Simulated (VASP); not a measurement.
CdF2 under changes of volume

One of the cells (13.517 Å³/atom); the others are scaled copies at fixed shape and fractional positions:

```
CELL_PARAMETERS angstrom
0.00000 2.72680 2.72680
2.72680 0.00000 2.72680
2.72680 2.72680 0.00000
ATOMIC_POSITIONS crystal
Cd 0.00000 0.00000 0.00000
F 0.75000 0.75000 0.75000
F 0.25000 0.25000 0.25000
```

* Program: VASP 6.6.1
* Functional: PBE
* Dispersion: D3(BJ)
* Potentials or basis: VASP PAW PBE potentials, release 64 (Cd, F)
* Cutoff: 520 eV
* k mesh: 8 × 8 × 8
* Occupations: gaussian, width 0.02 eV
* Spin: no spin polarisation

| volume (Å³/atom) | energy over the lowest point (meV/atom) | pressure (GPa) | gap on the mesh (eV) |
| --- | --- | --- | --- |
| 12.976 | ? | ? | ? |
| 13.246 | 2.55 | 2.3 | 3.01 |
| 13.517 | 0.00 | 0.1 | 2.94 |
| 13.787 | 0.88 | -1.8 | 2.87 |
| 14.057 | 4.83 | -3.4 | 2.80 |

Problem. What does the run at 12.976 Å³/atom give?

Solution. Energy over the lowest point 8.95 meV/atom; pressure 4.7 GPa; gap on the mesh 3.08 eV.

Worked out: A Birch-Murnaghan fit of order 2 (a polynomial in V^(-2/3)) to the other rows has its minimum at 13.58 Å³/atom with B0 = V·E''(V) = 99 GPa. It gives 8.85 meV/atom at 12.976 Å³/atom, against the run's 8.95, and -dE/dV = 4.9 GPa, against 4.7. A straight line through the other rows of the gap, of slope -3.53 eV per unit of ln V, extrapolates to 3.08 eV, against the run's 3.08.

Energies are extrapolated to zero smearing.

A mesh can miss the band edges. Spin-orbit coupling on Cd is left out.
